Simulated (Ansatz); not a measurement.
# Ge: the cost of one run

Method: DFT PBE, scalar-relativistic, in Ansatz 0.2.0.

## Step 1: The starting structure

It takes space group Fd-3m (No. 227, cubic). Conventional cell: a = 5.658 Å, b = 5.658 Å, c = 5.658 Å, α = 90.00°, β = 90.00°, γ = 90.00°. Ge (site symmetry -43m) has 4 Ge at 2.45 Å as nearest neighbours.

Coordinates:

```
CELL_PARAMETERS angstrom
0.00000 2.82877 2.82877
2.82877 0.00000 2.82877
2.82877 2.82877 0.00000
ATOMIC_POSITIONS crystal
Ge 0.50000 0.50000 0.50000
Ge 0.75000 0.75000 0.75000
```

The structure is an experimental refinement, used without relaxation.

Atoms are numbered in the order of the input: Ge1, Ge2.

## Step 2: Volume × 0.94, LAPW

input.yaml reads:

```yaml
crystal:
  lattice:
    - [0.0, 2.7710237968, 2.7710237968]
    - [2.7710237968, 0.0, 2.7710237968]
    - [2.7710237968, 2.7710237968, 0.0]
  atoms:
    - { symbol: Ge, position: [0.5, 0.5, 0.5] }
    - { symbol: Ge, position: [0.75, 0.75, 0.75] }
kpoints:
  mp_grid: { grid: [10, 10, 10] }
  band_path:
    path:
      - [0.0, 0.0, 0.0]
      - [0.5, 0.0, 0.5]
      - [0.625, 0.25, 0.625]
      - [0.375, 0.375, 0.75]
      - [0.0, 0.0, 0.0]
      - [0.5, 0.5, 0.5]
      - [0.5, 0.25, 0.75]
      - [0.5, 0.0, 0.5]
    npoints: 5
scf:
  occupations: { method: fermi_dirac, width: 0.05 }
hamiltonian:
  xc: pbe
  pseudopotentials: { kind: all_electron, lapw: { basis_error: 0.00025 } }
output:
  forces: true
  stress: true
  eigenvalues: true
```

Run with:

```
$ ansatz run input.yaml --threads 1 --pin off --max-ram 3072MiB --backend cpu --events-out ev --progress --plain --runs-dir out
```

Q: Estimate wall time and peak memory on 1 thread of Arm Neoverse V1, shared host.

About 28 s, with a peak of 0.39 GiB.
